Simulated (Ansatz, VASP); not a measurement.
Two plane-wave programs on SiC

INCAR

```
PREC = Accurate
ENCUT = 520
EDIFF = 1E-6
ISMEAR = 0
SIGMA = 0.05
LREAL = F
LASPH = T
NELM = 80
ALGO = Normal
ISIF = 2
LWAVE = F
LCHARG = T
GGA = PE
LELF = T
LVHAR = T
NBANDS = 11
```

KPOINTS

```
Automatic mesh
0
Gamma
  12 12 12
```

The input POSCAR:

```
SiC
1.0
    0.0000000000      2.1740000000      2.1087800000
    2.1740000000      0.0000000000      2.1087800000
    2.1740000000      2.1740000000      0.0000000000
Si C
1 1
Direct
    0.0000000000      0.0000000000      0.0000000000
    0.7500000000      0.7500000000      0.7500000000
```

Input for Ansatz:

```yaml
crystal:
  lattice:
    - [0.0, 2.174, 2.10878]
    - [2.174, 0.0, 2.10878]
    - [2.174, 2.174, 0.0]
  atoms:
    - { symbol: Si, position: [0.0, 0.0, 0.0] }
    - { symbol: C, position: [0.75, 0.75, 0.75] }
basis:
  ecutwfc: 420
kpoints:
  mp_grid: { grid: [12, 12, 12] }
hamiltonian:
  xc: pbe
scf:
  occupations: { method: gaussian, width: 0.05 }
output:
  forces: true
  stress: true
  eigenvalues: true
```

Change from the starting cell: strain +0.000 along x and y, -0.030 along z, atoms carried along.

Alike in both runs: task single point; functional PBE; k mesh 12 × 12 × 12; occupations gaussian, width 0.05 eV; no spin polarisation.

```csv
,VASP,Ansatz
version,VASP 6.6.1,Ansatz 0.2.0
potentials or method,"VASP PAW PBE potentials, release 64 (Si, C)","scalar-relativistic, plane waves, PAW"
plane-wave cutoff (eV),520,420
valence electrons in the cell,8,8
```

|  | VASP | Ansatz | Ansatz less VASP |
| --- | --- | --- | --- |
| gap on the k mesh at the Fermi level (eV) | 1.00 | 1.01 | +0.003 |
| least direct gap on the mesh (eV) | 4.54 | 4.54 | +0.005 |
| pressure (GPa) | 12.2 | 12.2 | +0.08 |
| largest component of the traceless stress (GPa) | 4.89 | 4.87 | -0.015 |

A k mesh can miss the band edges.
